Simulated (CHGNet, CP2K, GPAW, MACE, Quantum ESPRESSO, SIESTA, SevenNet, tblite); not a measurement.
## Zhiqinite (Fddd), TiSi2 (72 atoms): one structure in several programs

Wanted: errors and costs of other methods on Zhiqinite (Fddd), TiSi2 (72 atoms). A plane-wave run serves as the reference.

Method: Kohn-Sham DFT, PBE, SSSP efficiency 1.3.0 pseudopotentials, plane waves, in Quantum ESPRESSO 7.5.

The database entry behind the starting cell is an old determination (1939), so it need not match the best structure at ambient conditions.

**1. Set-up**

The cell holds 72 atoms: 24 Ti and 48 Si. Cell: a = 14.319 Å, b = 8.236 Å, c = 8.523 Å, α = 90.0°, β = 90.0°, γ = 90.0°. It derives from TiSi2 (Fddd), repeated 3×1×1. TiSi2, space group Fddd, structure from the Crystallography Open Database, 3 x 1 x 1 conventional cells; every coordinate displaced by a Gaussian of 0.06 Å. Then every atom was moved at random, 0.02 Å r.m.s. a Cartesian component.

**2. The reference run**

Contents of pw.in:

```
&control
  calculation = 'scf'
  pseudo_dir = './pseudo'
  outdir = './tmp'
  disk_io = 'none'
  tprnfor = .true.
  tstress = .true.
/
&system
  ibrav = 0
  nat = 72
  ntyp = 2
  ecutwfc = 45
  ecutrho = 360
  nosym = .true.
  occupations = 'smearing'
  smearing = 'fd'
  degauss = 0.003675
/
&electrons
  conv_thr = 3.6e-07
  electron_maxstep = 100
  mixing_beta = 0.2
  mixing_mode = 'local-TF'
  diagonalization = 'david'
/
ATOMIC_SPECIES
Ti 47.867 Ti.upf
Si 28.085 Si.upf
CELL_PARAMETERS angstrom
14.31900 0.00000 0.00000
0.00000 8.23600 0.00000
0.00000 0.00000 8.52300
ATOMIC_POSITIONS crystal
Ti 0.24565 0.24876 0.25647
Ti 0.08878 0.74996 0.24015
Ti 0.08366 0.24515 0.74491
Ti 0.25268 0.75389 0.75132
Ti 0.16398 0.99460 0.00679
Ti 0.99437 0.49108 0.00307
Ti 0.00111 0.01493 0.51472
Ti 0.16687 0.51309 0.49671
Si 0.25345 0.58301 0.25964
Si 0.08198 0.42162 0.25357
Si 0.08220 0.58335 0.74576
Si 0.24438 0.41241 0.75890
[... 56 atom lines left out ...]
Si 0.84028 0.15288 0.50403
Si 0.67014 0.33060 0.49650
Si 0.67188 0.15932 0.00483
Si 0.83608 0.33175 0.99717
K_POINTS gamma
```

On the command line:

```
> OMP_NUM_THREADS=1 mpirun -np 4 pw.x -in pw.in > output.txt
```

Log:

```text
Program PWSCF
     gamma-point specific algorithms are used
     one sub-group per band group will be used
     scalapack distributed-memory algorithm (size of sub-group:  2*  2 procs)
     Parallelization info
     sticks:   dense  smooth     PW     G-vecs:    dense   smooth      PW
     Min        3011    1508    375               195551    69144    8648
     Max        3016    1509    378               195552    69149    8650
     Sum       12051    6033   1505               782207   276589   34595
     bravais-lattice index     =            0
     lattice parameter (alat)  =      27.0590  a.u.
     unit-cell volume          =    6782.9422 (a.u.)^3
     number of atoms/cell      =           72
     number of atomic types    =            2
[... lines left out ...]
     scf convergence threshold =      3.6E-07
[... lines left out ...]
     number of k points=     1  Fermi-Dirac smearing, width (Ry)=  0.0037
[... lines left out ...]
     total energy              =   -3413.69857568 Ry
[... lines left out ...]
     total energy              =   -3412.29124798 Ry
[... lines left out ...]
     total energy              =   -3413.12799308 Ry
[... lines left out ...]
     c_bands:  1 eigenvalues not converged
[... lines left out ...]
     total energy              =   -3412.90727933 Ry
[... lines left out ...]
     total energy              =   -3412.90728209 Ry
[... lines left out ...]
   -43.5379 -43.5284 -43.5211 -43.5148 -43.5141 -43.5129 -43.5070 -43.5020
   -43.4983 -43.4939 -43.4905 -43.4835 -43.4746 -43.4555 -43.4512 -43.4356
[...]
14.8063  14.8141  14.8874  14.9936  15.0538  15.0813  15.1414  15.1670
    15.1992  15.2346  15.2773  15.3325  15.3477  15.4170  15.4457  15.4586
     the Fermi energy is    13.0740 ev
!    total energy              =   -3412.90728227 Ry
     estimated scf accuracy    <       0.00000027 Ry
     smearing contrib. (-TS)   =      -0.01228940 Ry
     internal energy E=F+TS    =   -3412.89499287 Ry
     The total energy is F=E-TS. E is the sum of the following terms:
     one-electron contribution =   -1107.08479802 Ry
     hartree contribution      =     780.06433119 Ry
     xc contribution           =    -735.92193823 Ry
     ewald contribution        =   -2349.95258781 Ry
     convergence has been achieved in  17 iterations
     negative rho (up, down):  1.931E-02 0.000E+00
     Forces acting on atoms (cartesian axes, Ry/au):
     atom    1 type  1   force =     0.01853694    0.01639943   -0.02033317
     atom    2 type  1   force =    -0.06899070    0.00348399    0.09011718
     atom    3 type  1   force =     0.01027948    0.02881581    0.04066239
[...]
atom   71 type  2   force =    -0.04260342    0.02999263    0.00977587
     atom   72 type  2   force =    -0.01284123    0.01722244   -0.00715029
     Total force =     0.444349     Total SCF correction =     0.001552
     Computing stress (Cartesian axis) and pressure
     negative rho (up, down):  1.931E-02 0.000E+00
          total   stress  (Ry/bohr**3)                   (kbar)     P=       42.18
   0.00061908  -0.00000784  -0.00002417           91.07       -1.15       -3.56
  -0.00000784   0.00025231  -0.00001549           -1.15       37.12       -2.28
  -0.00002417  -0.00001549  -0.00001114           -3.56       -2.28       -1.64
     Message from routine punch:
     Nothing written, as per user request (disk_io='none')
```

It took 2.4 min on 4 MPI ranks of Arm Neoverse V2, shared host; peak memory 2.8 GiB; 9.4 min of CPU time.

Banners, paths, timers and routine set-up lines are dropped from the logs unmarked, and long logs keep their key lines alone; longer cuts are marked.

Numbers from this run:

```
r.m.s. force component : 0.7773 eV/Å
longest force          : 2.919 eV/Å
pressure               : 4.218 GPa
```

**3. The ladder**

The programs:
- CHGNet: machine-learned potential, published weights.
- CP2K 2026.2: Gaussian basis with GTH pseudopotentials and a plane-wave density; labels give functional, basis (MOLOPT sets; SR short-range, UZH the newer set with its own potentials), grid cutoff/relative cutoff and solver (OT: orbital transformation; TRS4, TC2, SIGN: linear-scaling purification with its sparsity filter), or its built-in tight binding.
- GPAW 26.7.0: PAW with atomic orbitals (LCAO), plane waves or a real-space grid of spacing h.
- MACE: machine-learned potential, published weights.
- Quantum ESPRESSO 7.5: plane waves; labels (QE) give functional, pseudopotential set and cutoffs of waves/density.
- SIESTA 5.4.2: numerical atomic orbitals, whose automatically made sets are far from complete, with PseudoDojo norm-conserving potentials that we converted to its format (checked against plane waves on the same files for H, C, O, Si, Ge and Ca alone); labels give functional, basis size, energy shift and mesh cutoff.
- SevenNet: machine-learned potential, published weights.

All use the same cell and atoms; the electronic-structure runs use the same k-mesh, and an electronic temperature of 580 K (0.05 eV) where levels are smeared.

Differences are against the plane-wave reference, forces as r.m.s. over components; share is that over the reference's r.m.s. force, slope the least-squares factor from reference forces to these. Total energies of different programs have different zeros and aren't compared.

```csv
run,"Δ force, r.m.s. (meV/Å)",share (%),slope,Δ pressure (GPa),cores,CPU time,memory (GiB)
reference,-,-,-,-,4,9.4 min,2.8
CHGNet r2SCAN potential,589,75.8,0.251,-1.86,1,3.4 s,1.3
"CP2K PBE+rVV10L, DZVP-MOLOPT-SR, 800/50 Ry, diagonalisation",17.2,2.21,1.007,-0.0302,2,12 min,8.1
"CP2K PBE, DZVP-MOLOPT-SR, 400/50 Ry, diagonalisation (coarse)",18.2,2.35,1.000,0.501,2,6 min,1.9
"CP2K PBE, DZVP-MOLOPT-SR, 800/50 Ry, diagonalisation",14.1,1.81,1.001,0.506,4,6.3 min,6.3
"CP2K PBE, SZV-MOLOPT-SR, 800/50 Ry, diagonalisation (coarse)",206,26.5,1.098,14.1,2,3.1 min,4.2
"CP2K PBEsol, PBE potentials, DZVP-MOLOPT-SR, 800/50 Ry, diagonalisation",33.9,4.36,1.001,-2.21,4,7 min,6.3
"GPAW PBE, LCAO dzp, h 0.2 Å, other mixer settings",37.3,4.80,1.044,-,1,15 min,1.8
"GPAW PBE, plane waves 550 eV",7.83,1.01,1.009,0.452,2,7.1 min,1.4
MACE MPA-0 medium potential,161,20.7,0.891,-0.745,1,6.8 s,0.97
"QE PBE, sssp-1.3.0-efficiency, 35/280 Ry (coarse)",0.652,0.0838,1.000,0.0064,2,6.2 min,1.8
"QE PBE, sssp-1.3.0-efficiency, 45/360 Ry, cg",0.394,0.0507,1.000,-0.0333,4,30 min,2.7
"SIESTA PBE, DZP, shift 0.01 Ry, mesh 200 Ry",30.7,3.94,1.008,0.118,2,4.7 min,1.1
"SIESTA PBE, DZP, shift 0.01 Ry, mesh 500 Ry",30.0,3.86,1.008,0.122,2,16 min,2.9
"SIESTA PBE, DZP, shift 0.04 Ry, mesh 500 Ry (coarse)",56.3,7.24,1.039,-2.65,2,6.4 min,1.9
"SIESTA PBE, SZP, shift 0.01 Ry, mesh 500 Ry (coarse)",106,13.6,1.072,3.14,2,11 min,2.5
"SIESTA PBE, TZP, shift 0.01 Ry, mesh 500 Ry",30.6,3.94,1.001,-0.466,4,21 min,3.8
SevenNet l3i5 potential,235,30.2,0.805,0.0564,1,8.5 s,1.4
```

Rows marked coarse were listed beforehand as settings not expected to be converged; some can still land near the reference.

Times of the machine-learned potentials are mostly Python's start and the loading of weights.

CPU time is summed over cores on a shared host, where runs went side by side, so it is rough. Symmetry, cutoffs, thresholds, outputs and thread counts weren't matched or tuned between programs; memory under MPI is the largest rank's times the ranks.

Runs without a result: GPAW PBE, LCAO dzp, h 0.2 Å (cut off at its time limit of 12 min); tblite GFN1-xTB (not converged); GPAW RPBE, LCAO dzp, h 0.2 Å (cut off at its time limit of 12 min).

Mean charges by element (e), by run and scheme:

```csv
run,scheme,Ti,Si
"CP2K PBE+rVV10L, DZVP-MOLOPT-SR, 800/50 Ry, diagonalisation",Mulliken,-0.01,0.00
"CP2K PBE+rVV10L, DZVP-MOLOPT-SR, 800/50 Ry, diagonalisation",Hirshfeld,-0.01,0.00
"CP2K PBE, DZVP-MOLOPT-SR, 800/50 Ry, diagonalisation",Mulliken,0.00,0.00
"CP2K PBE, DZVP-MOLOPT-SR, 800/50 Ry, diagonalisation",Hirshfeld,-0.01,0.00
"CP2K PBEsol, PBE potentials, DZVP-MOLOPT-SR, 800/50 Ry, diagonalisation",Mulliken,-0.08,+0.04
"CP2K PBEsol, PBE potentials, DZVP-MOLOPT-SR, 800/50 Ry, diagonalisation",Hirshfeld,-0.02,+0.01
"SIESTA PBE, DZP, shift 0.01 Ry, mesh 200 Ry",Hirshfeld,+0.03,-0.02
"SIESTA PBE, DZP, shift 0.01 Ry, mesh 500 Ry",Hirshfeld,+0.03,-0.02
"SIESTA PBE, TZP, shift 0.01 Ry, mesh 500 Ry",Hirshfeld,+0.03,-0.02
```

Within one program, basis, potentials and functional, energies share a zero. Each run against its twin at the usual cutoff or grid and solver:

```csv
run,twin,Δ energy (meV/atom),"Δ force, r.m.s. (meV/Å)",CPU time over the twin's
"CP2K PBE, DZVP-MOLOPT-SR, 400/50 Ry, diagonalisation","DZVP-MOLOPT-SR, 800/50 Ry, diagonalisation",0.0768,11.8,0.95 (this twin ran on 4 cores)
"QE PBE, sssp-1.3.0-efficiency, 35/280 Ry","sssp-1.3.0-efficiency, 45/360 Ry",1.07,0.652,0.66 (this twin ran on 4 cores)
"QE PBE, sssp-1.3.0-efficiency, 45/360 Ry, cg","sssp-1.3.0-efficiency, 45/360 Ry",0,0.394,3.2
"SIESTA PBE, DZP, shift 0.01 Ry, mesh 200 Ry","DZP, shift 0.01 Ry, mesh 500 Ry",-0.239,3.41,0.30
```

**4. Summary of results**

```json
{
  "reference r.m.s. force component": "0.777 eV/Å",
  "nearest in forces": "QE PBE, sssp-1.3.0-efficiency, 45/360 Ry, cg, 0.051 %",
  "farthest in forces": "CHGNet r2SCAN potential, 76 %",
  "cheapest electronic-structure run beside the reference": "CP2K PBE, SZV-MOLOPT-SR, 800/50 Ry, diagonalisation, 3.1 min of CPU time"
}
```

**Reading.** PBE on plane waves or a grid with other potentials, cutoffs or grids, coarse settings apart, differs from the reference by 1.0 % (GPAW PBE, plane waves 550 eV) of the r.m.s. force; this holds the reference's own error, so differences of a few per cent don't tell which side is nearer the exact PBE result. With the reference's own potentials and cutoffs, another solver or threshold moves forces by 0.051 % (QE PBE, sssp-1.3.0-efficiency, 45/360 Ry, cg). The PBE runs in local orbitals, coarse settings apart, differ by 1.8 % (CP2K PBE, DZVP-MOLOPT-SR, 800/50 Ry, diagonalisation) to 4.8 % (GPAW PBE, LCAO dzp, h 0.2 Å, other mixer settings); basis, grid and potentials can all enter. Machine-learned potentials differ by 21 % (MACE MPA-0 medium potential) to 76 % (CHGNet r2SCAN potential); they were trained on other programs' data, some at another functional. Among those trained on PBE data the slope goes as low as 0.81, which softening far from their training structures can give, though the reference's k-sampling is untested too. Rows with another functional or a dispersion term differ by 2.2 % (CP2K PBE+rVV10L, DZVP-MOLOPT-SR, 800/50 Ry, diagonalisation) to 4.4 % (CP2K PBEsol, PBE potentials, DZVP-MOLOPT-SR, 800/50 Ry, diagonalisation), which mixes the change of model with differences of basis and potentials, some of them made for another functional. Runs with settings chosen to be coarse differ by 0.084 % (QE PBE, sssp-1.3.0-efficiency, 35/280 Ry) to 27 % (CP2K PBE, SZV-MOLOPT-SR, 800/50 Ry, diagonalisation), their programs' other errors included. One electronic-structure run takes under half the reference's CPU time: CP2K PBE, SZV-MOLOPT-SR, 800/50 Ry, diagonalisation, at 27 % in 3.1 min against 9.4 min; its pressure misses by +14.1 GPa. In pressure, CP2K PBE, SZV-MOLOPT-SR, 800/50 Ry, diagonalisation misses by +14.1 GPa, at the same functional. Charges hang on scheme and program or settings: among these rows the mean for Ti runs from -0.08 to +0.03 e. In the reference: levels near the Fermi energy are neither full nor empty under the smearing, so no gap is quoted. The reference's pressure holds the uncorrected Pulay stress of its 45 Ry basis, so small pressure differences, and their order, may be the reference's own error. Machine-learned potentials mimic data converged in k, so the reference's own k-point error enters their differences. The reference's stress is far from hydrostatic: its diagonal is 9.1, 3.7, -0.2 GPa, compression counted positive. The reference's pressure of 4.2 GPa belongs to a cell and atoms that aren't relaxed at this level. The electronic-structure runs sample only Γ, in a cell whose shortest periodic width is 8 Å, which is coarse for a cell with partly filled levels.

[Also dropped from logs without a mark: logging warnings of Python, and SIESTA's first energy breakdown and zero terms.]

[Logs are printed without paths, hosts, clocks, repeated set-up lines and the standing remarks that a program may print on its own settings, such as how far it seeks lower states.]

[Hosts, paths, dates, database ids (printed as entryN), source tags and the programs' standing remarks are cut or masked in the printed files.]
